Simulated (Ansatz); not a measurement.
**Response of HgTe to small distortions**

```
CELL_PARAMETERS angstrom
0.00000 2.92150 2.92150
2.92150 0.00000 2.92150
2.92150 2.92150 0.00000
ATOMIC_POSITIONS crystal
Hg 0.00000 0.00000 0.00000
Te 0.50000 0.50000 0.50000
```

Atom numbers follow the list: Hg1, Te2.

Conventional cell: a = 5.843 Å, b = 5.843 Å, c = 5.843 Å, α = 90.00°, β = 90.00°, γ = 90.00°. Hg (atom 1) has 6 Te at 2.92 Å as nearest neighbours. Te (atom 2) has 6 Hg at 2.92 Å as nearest neighbours.

The cell comes from COD entry 1538296, which wasn't checked; take it as a given geometry.

No spin–orbit coupling, which matters for the heavy atoms here.

These are results of DFT, PBE, all-electron LAPW, scalar-relativistic in Ansatz 0.2.0, not measurements.

Sampling and basis: a Γ-centred 12×12×12 k mesh, Fermi–Dirac smearing of 0.08 eV, basis error target 1 meV/atom, no spin polarisation.

The unchanged cell is at 10.45 GPa.

In a metal, stresses and small energies carry noise from the k mesh.

x, y and z are the Cartesian axes of the cell as listed; fractional coordinates follow a strain, and an engineering shear is twice the off-diagonal strain component.

Question: One change gave: energy change +5 meV/atom; stress change (xx, yy, zz, yz, xz, xy) 1.14, 1.14, -1.86, 0.00, 0.00, 0.00 GPa, compression positive. Which change was it?
A. atom 2 (Te) moved by (0.0000, 0.0000, 0.1200) Å
B. z strained by +1 % at fixed volume
C. z strained by +2 % at fixed volume

Answer: C. For z strained by +1 % at fixed volume: energy change +1 meV/atom; stress change (xx, yy, zz, yz, xz, xy) 0.56, 0.56, -1.01, 0.00, 0.00, 0.00 GPa, compression positive. For atom 2 (Te) moved by (0.0000, 0.0000, 0.1200) Å: energy change +15 meV/atom; stress change (xx, yy, zz, yz, xz, xy) -0.10, -0.10, 1.44, 0.00, 0.00, 0.00 GPa, compression positive; change of the force on Te2 (0.000, 0.000, -0.510) eV/Å.

Question: What force constant does this one finite step give for Te2 along its displacement (all its periodic images move with it)?

Answer: k = −ΔF·u/|u|² = 4.25 eV/Å², so the force pulls the atom back.
